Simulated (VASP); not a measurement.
# Li (Im-3m) in VASP: a series of runs

Aim: see how the results for Li move with the level of theory and the settings. Levels: vdW-DF-cx, PBE+TS-HI, LDA. Tasks: single point, electrostatic potential.

All numbers are computed with VASP 6.6.1; they aren't measurements. Logs are shortened: lines on timing, memory, paths and dates and some standing lists are left out, and cuts for length are marked.

**1. The crystal as given**

It takes space group Im-3m (No. 229, cubic). Conventional cell: a = 3.509 Å, b = 3.509 Å, c = 3.509 Å, α = 90.00°, β = 90.00°, γ = 90.00°. Around Li (site symmetry m-3m) lie 8 Li at 3.04 Å.

**2. Single point, vdW-DF-cx**

The input, run.py:

```python
from ase.calculators.vasp import Vasp
from ase.dft.bandgap import bandgap
from ase.io import read

atoms = read('Li.cif')
calc = Vasp(
    directory='calc',
    xc='vdw-df-cx',
    pp='PBE',
    setups='materialsproject',
    prec='Accurate',
    encut=520,
    ediff=0.0001,
    ismear=-1,
    sigma=0.1,
    lreal=False,
    lasph=True,
    nelm=100,
    algo='Fast',
    isif=2,
    lwave=False,
    lcharg=False,
    kpts=[4, 4, 4],
    gamma=True,
)
atoms.calc = calc

print('energy (eV):', atoms.get_potential_energy())
print('free energy (eV):', atoms.get_potential_energy(force_consistent=True))
print('forces (eV/A):')
print(atoms.get_forces())
print('stress (eV/A^3, Voigt):', atoms.get_stress())
print('Fermi level (eV):', calc.get_fermi_level())
gap, top, bottom = bandgap(calc)
print('band gap (eV):', gap, 'from (spin, k, band)', top, 'to', bottom)
```

The input, Li.cif:

```cif
data_Li
_cell_length_a 3.03914295
_cell_length_b 3.03914295
_cell_length_c 3.03914295
_cell_angle_alpha 109.47122063
_cell_angle_beta 109.47122063
_cell_angle_gamma 109.47122063
_space_group_name_H-M_alt 'P1'
_space_group_name_Hall 'P 1'
_space_group_IT_number 1
loop_
_space_group_symop_operation_xyz
'x,y,z'
loop_
_atom_site_label
_atom_site_type_symbol
_atom_site_symmetry_multiplicity
_atom_site_Wyckoff_symbol
_atom_site_fract_x
_atom_site_fract_y
_atom_site_fract_z
_atom_site_occupancy
Li1 Li 1 a 0.0000000000 0.0000000000 0.0000000000 1
```

Potentials or basis: VASP PAW PBE potentials, release 64 (Li_sv).

The run is started by

```bash
$ python run.py
```

Standard output:

```text
<dir> UserWarning: vdW has been enabled, however no location for the vdw_kernel.bindat file has been specified. Set ASE_VASP_VDW environment variable to copy the vdW kernel.
  warnings.warn(
energy (eV): -0.88474196
free energy (eV): -0.91271385
forces (eV/A):
[[-0.  0.  0.]]
stress (eV/A^3, Voigt): [-0.00140053 -0.00140053 -0.00140053 -0.         -0.         -0.        ]
Fermi level (eV): 0.51074274
band gap (eV): 0.0 from (spin, k, band) (None, None, None) to (None, None, None)
```

OUTCAR:

```text
ENCUT = 520.000000
   EDIFF = 1.00e-04
   GGA = CX
   PREC = Accurate
   ISIF = 2
   ISMEAR = -1
   NELM = 100
   LASPH = .TRUE.
   LREAL = .FALSE.

 ion  position               nearest neighbor table
   1  0.000  0.000  0.000-

  LATTYP: Found a body centered cubic cell.
 ALAT       =     3.5093000006

  Lattice vectors:

 A1 = (   3.0391429500,   0.0000000000,   0.0000000000)
 A2 = (  -1.0130476498,   2.8653314520,   0.0000000000)
 A3 = (  -1.0130476498,  -1.4326657255,   2.4814498280)

Analysis of symmetry for initial positions (statically):
=====================================================================
 Subroutine PRICEL returns:
 Original cell was already a primitive cell.

 Routine SETGRP: Setting up the symmetry group for a
 body centered cubic supercell.

 Subroutine GETGRP returns: Found 48 space group operations
 (whereof 48 operations were pure point group operations)
 out of a pool of 48 trial point group operations.

The static configuration has the point symmetry O_h .

Analysis of symmetry for dynamics (positions and initial velocities):
=====================================================================
 Subroutine PRICEL returns:
 Original cell was already a primitive cell.

 Routine SETGRP: Setting up the symmetry group for a
 body centered cubic supercell.

 Subroutine GETGRP returns: Found 48 space group operations
 (whereof 48 operations were pure point group operations)
 out of a pool of 48 trial point group operations.

The dynamic configuration has the point symmetry O_h .

 Subroutine INISYM returns: Found 48 space group operations
 (whereof 48 operations are pure point group operations),
 and found     1 'primitive' translations

----------------------------------------------------------------------------------------

                                     Primitive cell

  volume of cell :      21.6088

  direct lattice vectors                    reciprocal lattice vectors
     3.039142950  0.000000000  0.000000000     0.329040133  0.116333255  0.201495107
    -1.013047650  2.865331452  0.000000000     0.000000000  0.348999764  0.201495107
    -1.013047650 -1.432665726  2.481449828     0.000000000  0.000000000  0.402990215

  length of vectors
     3.039142950  3.039142950  3.039142950     0.402990215  0.402990215  0.402990215

  position of ions in fractional coordinates (direct lattice)
     0.000000000  0.000000000  0.000000000

  ion indices of the primitive-cell ions
   primitive index   ion index
                 1           1

----------------------------------------------------------------------------------------

 KPOINTS: KPOINTS created by Atomic Simulation Env

Automatic generation of k-mesh.
 Grid dimensions read from file:
 generate k-points for:    4    4    4

 Generating k-lattice:

  Cartesian coordinates                     Fractional coordinates (reciprocal lattice)
     0.082260033  0.029083314  0.050373777     0.250000000  0.000000000 -0.000000000
     0.000000000  0.087249941  0.050373777     0.000000000  0.250000000 -0.000000000
     0.000000000  0.000000000  0.100747554     0.000000000  0.000000000  0.250000000

  Length of vectors
     0.100747554  0.100747554  0.100747554

  Shift w.r.t. Gamma in fractional coordinates (k-lattice)
     0.000000000  0.000000000  0.000000000

 Subroutine IBZKPT returns following result:
 ===========================================

 Found      8 irreducible k-points:

 Following reciprocal coordinates:
            Coordinates               Weight
  0.000000  0.000000  0.000000      1.000000
  0.250000  0.000000 -0.000000     12.000000
  0.500000  0.000000 -0.000000      6.000000
  0.250000  0.250000  0.000000     24.000000
  0.250000  0.250000  0.250000      2.000000
 -0.250000  0.250000  0.250000      6.000000
  0.500000  0.500000  0.250000     12.000000
  0.500000  0.500000  0.500000      1.000000
   k-points           NKPTS =      8   k-points in BZ     NKDIM =      8   number of bands    NBANDS=      5
   number of dos      NEDOS =    301   number of ions     NIONS =      1
   total plane-waves  NPLWV =  13824
   dimension x,y,z NGX =    24 NGY =   24 NGZ =   24
   dimension x,y,z NGXF=    48 NGYF=   48 NGZF=   48
   ions per type =               1
   NGX,Y,Z   is equivalent  to a cutoff of  13.13, 13.13, 13.13 a.u.
   NGXF,Y,Z  is equivalent  to a cutoff of  26.26, 26.26, 26.26 a.u.
 SYSTEM =  unknown system
   PREC   = accura    normal or accurate (medium, high low for compatibility)
   ISTART =      0    job   : 0-new  1-cont  2-samecut
   ICHARG =      2    charge: 1-file 2-atom 10-const
   ISPIN  =      1    spin polarized calculation?
   LNONCOLLINEAR =      F non collinear calculations
   LSORBIT =      F    spin-orbit coupling
   LASPH  =      T    aspherical Exc in radial PAW
   ENCUT  =  520.0 eV  38.22 Ry    6.18 a.u.   5.65  5.65  5.65*2*pi/ulx,y,z
   NELM   =    100;   NELMIN=  2; NELMDL= -5     # of ELM steps
   EDIFF  = 0.1E-03   stopping-criterion for ELM
   LREAL  =      F    real-space projection
   EDIFFG = 0.1E-02   stopping-criterion for IOM
   NSW    =      0    number of steps for IOM
   IBRION =     -1    ionic relax: 0-MD 1-quasi-New 2-CG
   NFREE  =      0    steps in history (QN), initial steepest desc. (CG)
   ISIF   =      2    stress and relaxation
   ISYM   =      2    0-nonsym 1-usesym 2-fastsym
   POTIM  = 0.5000    time-step for ionic-motion
   TEBEG  =    0.0;   TEEND  =   0.0 temperature during run
   PSTRESS=    0.0 pullay stress
   NELECT =       3.0000    total number of electrons
   NUPDOWN=      -1.0000    fix difference up-down
   EMIN   =  10.00;   EMAX   =-10.00  energy-range for DOS
   EFERMI =   0.00;   METHOD = LEGACY
   ISMEAR =    -1;   SIGMA  =   0.10  broadening in eV -4-tet -1-fermi 0-gaus
   EFERMI_NEDOS =   21; number of points for ismear=-14 and -15
   IALGO  =     68    algorithm
   IMIX   =      4    mixing-type and parameters
     AMIX     =   0.40;   BMIX     =  1.00
     AMIX_MAG =   1.60;   BMIX_MAG =  1.00
  volume/ion in A,a.u.               =      21.61       145.82
  Fermi-wavevector in a.u.,A,eV,Ry     =   0.847692  1.601906  9.776898  0.718582
  Thomas-Fermi vector in A             =   1.963238
   LORBIT       =      0    0 simple, 1 ext, 2 COOP (PROOUT), +10 PAW based schemes
   GGA     = CX    functional components
   LHFCALC =     F    Hartree Fock is set to
   AEXX    =    0.0000 exact exchange contribution
   IVDW_NL    =     1    kernel type
   BPARAM     = 6.3000
   IVDW    =     0    specifies the selected vdW correction
   LEPSILON=     F    determine dielectric tensor
   LRPA    =     F    only Hartree local field effects (RPA)
 non-spin polarized calculation
 RMM-DIIS sequential band-by-band and
  energy-cutoff  :      520.00
  volume of cell :       21.61
 maximum number of plane-waves:       603
 NGX is ok and might be reduce to    24
   NGX = 11   NGY = 11   NGZ = 11

 number of electron       2.9999991 magnetization

 Free energy of the ion-electron system (eV)
  ---------------------------------------------------
  ext. energy  EPLUGINS =         0.00000000
  ---------------------------------------------------
  free energy    TOTEN  =        -0.91271385 eV

  energy without entropy =       -0.85677007  energy(sigma->0) =       -0.88474196

 E-fermi :   0.5107     XC(G=0):  -6.8260

 val. band max:        0.4997043395   @ k =   0.2500   0.2500   0.0000
 cond. band min:       0.7924469567   @ k =   0.5000   0.0000  -0.0000
 fundamental gap:      0.2927426172
 Fermi energy:         0.5107427397

 k-point     1 :       0.0000    0.0000    0.0000
  band No.  band energies     occupation
      1     -45.8966      2.00000
      2      -2.9533      2.00000
      3      14.8832      0.00000
      4      14.8832      0.00000
      5      14.8834      0.00000

 k-point     2 :       0.2500    0.0000   -0.0000
  band No.  band energies     occupation
      1     -45.8890      2.00000
      2      -1.7956      2.00000
      3       8.9184      0.00000
      4      12.0681      0.00000
      5      13.2357      0.00000

 k-point     3 :       0.5000    0.0000   -0.0000
  band No.  band energies     occupation
      1     -45.8815      2.00000
      2       0.7924      0.11282
      3       3.6033      0.00000
      4      10.6679      0.00000
      5      12.0413      0.00000

 k-point     4 :       0.2500    0.2500    0.0000
  band No.  band energies     occupation
      1     -45.8815      2.00000
      2       0.4997      1.05514
      3       5.2884      0.00000
      4       7.4618      0.00000
      5      11.1230      0.00000

 k-point     5 :       0.2500    0.2500    0.2500
  band No.  band energies     occupation
      1     -45.8802      2.00000
      2       3.8075      0.00000
      3       3.8075      0.00000
      4       3.8075      0.00000
      5       8.6004      0.00000

 k-point     6 :      -0.2500    0.2500    0.2500
  band No.  band energies     occupation
      1     -45.8826      2.00000
      2      -0.5961      1.99997
      3       8.8368      0.00000
      4       8.8368      0.00000
      5      10.9875      0.00000

 k-point     7 :       0.5000    0.5000    0.2500
  band No.  band energies     occupation
      1     -45.8763      2.00000
      2       2.2841      0.00000
      3       4.2299      0.00000
      4       7.3809      0.00000
      5      11.0697      0.00000

 k-point     8 :       0.5000    0.5000    0.5000
  band No.  band energies     occupation
      1     -45.8711      2.00000
      2       5.9182      0.00000
      3       5.9182      0.00000
      4       5.9182      0.00000
      5       7.9363      0.00000

------------------------ aborting loop because EDIFF is reached ----------------------------------------

  FORCE on cell =-STRESS in cart. coord.  units (eV):
  Direction    XX          YY          ZZ          XY          YZ          ZX
  --------------------------------------------------------------------------------------
  -------------------------------------------------------------------------------------
  Total        0.0302639      0.0302639      0.0302639      0.0000000      0.0000000      0.0000000
  in kB        2.2438988      2.2438988      2.2438988      0.0000000      0.0000000      0.0000000
  external PRESSURE =       2.2438988 kB  Pullay stress =       0.0000000 kB

 VOLUME and BASIS-vectors are now :
 -----------------------------------------------------------------------------
  energy-cutoff  :      520.00
  volume of cell :       21.61
      direct lattice vectors                 reciprocal lattice vectors
     3.039142950  0.000000000  0.000000000     0.329040133  0.116333255  0.201495107
    -1.013047650  2.865331452  0.000000000     0.000000000  0.348999764  0.201495107
    -1.013047650 -1.432665726  2.481449828     0.000000000  0.000000000  0.402990215

 POSITION                                       TOTAL-FORCE (eV/Angst)
 -----------------------------------------------------------------------------------
      0.00000      0.00000      0.00000        -0.000000      0.000000      0.000000
 -----------------------------------------------------------------------------------
    total drift:                               -0.000000     -0.000000      0.000000

  FREE ENERGIE OF THE ION-ELECTRON SYSTEM (eV)
  ---------------------------------------------------
  free  energy   TOTEN  =        -0.9127138528 eV

  energy  without entropy=       -0.8567700747  energy(sigma->0) =       -0.88474196

Total vdW correction in eV:      0.6481474
```

INCAR:

```text
AGGAC = 0.000000
ENCUT = 520.000000
SIGMA = 0.100000
EDIFF = 1.00e-04
ALGO = Fast
GGA = CX
PREC = Accurate
ISIF = 2
ISMEAR = -1
NELM = 100
LASPH = .TRUE.
LCHARG = .FALSE.
LUSE_VDW = .TRUE.
LWAVE = .FALSE.
LREAL = .FALSE.
```

Wall time 11 s (1 thread of Intel Xeon Platinum 8488C (Sapphire Rapids), shared host); peak memory 0.24 GiB.

These settings aren't checked as converged (typed here: EDIFF = 0.0001; k = 4 × 4 × 4): the numbers below hold their error.

Results:

- Free energy: -0.9127 eV
- Band gap on the k mesh: none (metal or under the smearing width)

Caveat: the k mesh is coarse (spacing up to 0.63 Å⁻¹), so the values aren't converged; the cutoff is under 1.25 times the usual one of these potentials, so pressure, stress and relaxed cells hold a basis-set (Pulay) error; the PAW data sets were made with another functional, which shifts forces and pressure a little.

**3. Electrostatic potential, PBE+TS-HI (cell strained at random at fixed volume)**

The input, INCAR:

```
PREC = Accurate
ENCUT = 520
EDIFF = 1E-7
ISMEAR = 1
SIGMA = 0.2
LREAL = False
LASPH = True
NELM = 100
ALGO = Fast
ISIF = 2
LWAVE = False
LCHARG = True
GGA = PE
IVDW = 21
LVHAR = True
```

The input, KPOINTS:

```
Automatic mesh
0
Gamma
  11 11 11
```

The input, POSCAR:

```
Li
1.0
   -1.7332860000      1.7666670000      1.7352000000
    1.7283880000     -1.7909380000      1.7545730000
    1.7431780000      1.8008300000     -1.7594710000
Li
1
Cartesian
   -0.0063665982     -0.0779382171      0.0361240087
```

Potentials or basis: VASP PAW PBE potentials, release 64 (Li_sv).

The run is started by

```bash
$ cat potpaw_PBE.64/Li_sv/POTCAR > POTCAR
$ mpirun -np 1 vasp_std > vasp.out
```

OUTCAR:

```text
PREC = Accurate
   ENCUT = 520
   EDIFF = 1E-7
   ISMEAR = 1
   LREAL = False
   LASPH = True
   NELM = 100
   ISIF = 2
   GGA = PE
   IVDW = 21
  IVDW =  21

 ion  position               nearest neighbor table
   1  0.988  0.008  0.976-

  LATTYP: Found a triclinic cell.
 ALAT       =     7.7797201048
 B/A-ratio  =     0.6336310252
 C/A-ratio  =     0.3892794896
 COS(alpha) =     0.0038130376
 COS(beta)  =     0.2589294337
 COS(gamma) =     0.9487876510

  Lattice vectors:

[... 382 lines left out ...]

  Hirshfeld charges:
            ion         q(e)
   ------------------------------
      1     Li          0.000

  Tkatchenko/Scheffler method for vdW energy calculation

  Number of pair interactions contributing to vdW energy:   24230

  Edisp (eV):   -0.97711

  FORCE on cell =-STRESS in cart. coord.  units (eV):
  Direction    XX          YY          ZZ          XY          YZ          ZX
  --------------------------------------------------------------------------------------
  -------------------------------------------------------------------------------------
  Total      -1.67644    -1.61024    -1.66266    -0.00299     0.00897     0.00062
  in kB    -124.29872  -119.39069  -123.27704    -0.22152     0.66544     0.04620
  external pressure =     -122.32 kB  Pullay stress =        0.00 kB

 VOLUME and BASIS-vectors are now :
 -----------------------------------------------------------------------------
  energy-cutoff  :      520.00
  volume of cell :       21.61
      direct lattice vectors                 reciprocal lattice vectors
    -1.733286000  1.766667000  1.735200000    -0.000397255  0.282272545  0.288514207
     1.728388000 -1.790938000  1.754573000     0.288456032  0.001152491  0.286964462
     1.743178000  1.800830000 -1.759471000     0.287261255  0.279528023  0.002347267

 POSITION                                       TOTAL-FORCE (eV/Angst)
 -----------------------------------------------------------------------------------
      0.00353      3.48956      0.01185         0.000000      0.000000      0.000000
 -----------------------------------------------------------------------------------
    total drift:                               -0.000006     -0.000001     -0.000001

  FREE ENERGIE OF THE ION-ELECTRON SYSTEM (eV)
  ---------------------------------------------------
  free  energy   TOTEN  =        -2.8816814419 eV

  energy  without entropy=       -2.8819290138  energy(sigma->0) =       -2.88176397
```

Run time: 59 s. Hardware: 1 thread of Intel Xeon Platinum 8488C (Sapphire Rapids), shared host; peak memory 0.18 GiB.

What came out:

```
Free energy                : -2.8817 eV
Band gap on the k mesh     : none (metal or under the smearing width)
Dispersion energy per atom : -0.977 eV
```

Caveat: the cutoff is under 1.25 times the usual one of these potentials, so pressure, stress and relaxed cells hold a basis-set (Pulay) error; pairwise dispersion overbinds metals, which lowers pressure and volume.

**4. Single point, LDA**

The input, INCAR:

```
  PREC = Accurate
  ENCUT = 550
  EDIFF = 1E-7
  ISMEAR = 0
  SIGMA = 0.02
  LREAL = F
  LASPH = T
  NELM = 60
  ALGO = Normal
  ISIF = 2
  LWAVE = F
  LCHARG = F
  GGA = CA
  NBANDS = 6
```

KPOINTS is that of step 3.

The input, POSCAR:

```
Li
3.0391
   -0.577358428482      0.577358428482      0.577358428482
    0.577358428482     -0.577358428482      0.577358428482
    0.577358428482      0.577358428482     -0.577358428482
Li
1
Direct
    0.0000000000      0.0000000000      0.0000000000
```

Potentials or basis: VASP PAW LDA potentials, release 64 (Li_GW).

The run is started by

```bash
$ cat potpaw_LDA.64/Li_GW/POTCAR > POTCAR
$ mpirun -np 1 vasp_std > vasp.out
```

It took 1.8 s on 1 thread of Intel Xeon 6975P-C (Granite Rapids), shared host; peak memory 0.12 GiB.

Results (log left out):

```yaml
Free_energy: -2.0328 eV
Pressure: -1.6 GPa
Band_gap_on_the_k_mesh: none (metal or under the smearing width)
```

Levels at points of the mesh, in eV from the Fermi level:
```csv
k point,band 1,band 2,band 3
"(0.00, 0.00, 0.00)",-3.43,13.73,13.73
```
